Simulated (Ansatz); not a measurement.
## HfO2 — Hf-177 nuclear quadrupole resonance

Cell: an entry of the Crystallography Open Database (COD).

```cif
data_HfO2
_symmetry_space_group_name_H-M 'Pbca'
_symmetry_Int_Tables_number 61
_cell_length_a 5.0598
_cell_length_b 10.0172
_cell_length_c 5.2276
_cell_angle_alpha 90.000
_cell_angle_beta 90.000
_cell_angle_gamma 90.000
loop_
_atom_site_label
_atom_site_type_symbol
_atom_site_symmetry_multiplicity
_atom_site_Wyckoff_symbol
_atom_site_fract_x
_atom_site_fract_y
_atom_site_fract_z
Hf Hf 8 c 0.7466 0.8841 0.9656
O9 O 8 c 0.8620 0.7960 0.6200
O17 O 8 c 0.5100 0.9770 0.2500
```

One atom of each set is listed.

All values are calculated (Ansatz; DFT, PBE, plane waves and PAW, scalar-relativistic, 420 eV cutoff, Γ-centred 5×3×5 k-points, Fermi–Dirac smearing 0.02 eV), not measured.

Hf-177: I = 7/2, Q = 3365 mb (year-2017 value). Static lattice, zero field.

Question: The simulated lines lie at 133.2, 158.0, 249.1, 291.2 MHz. What are |C_Q|, η and |V_zz| at Hf?

Answer: For I = 7/2 and η = 0 the lines are |C_Q|/14 times 1, 2 and 3; η shifts the lowest up most. At large η the states mix, and weaker lines appear at sums of the main ones; lines under 5 % of the strongest are left out. Here |C_Q| = 1188 MHz, η = 0.46 and |V_zz| = 14.60 × 10²¹ V/m². The calculation gives V_zz positive; the lines don't show the sign. The site has 7 O at 2.06–2.21 Å.

At this cell the PBE pressure is 5 GPa, so with PBE the cell would grow if it were relaxed. The largest force is 1.3 eV/Å, so the atoms aren't at the calculated equilibrium and relaxing them would move these values. Without spin–orbit coupling the gradients at and beside Hf can be off by some per cent, at some sites by more.

Hardware: 4 threads of AMD EPYC 9R45 (Zen 5) (x86_64; 16 cores open to the job, memory cap 8.0 GiB, no GPU), a shared host with a load of 0.4 a core. Wall time 9.2 s, CPU time 33 s, peak memory 1.7 GiB.
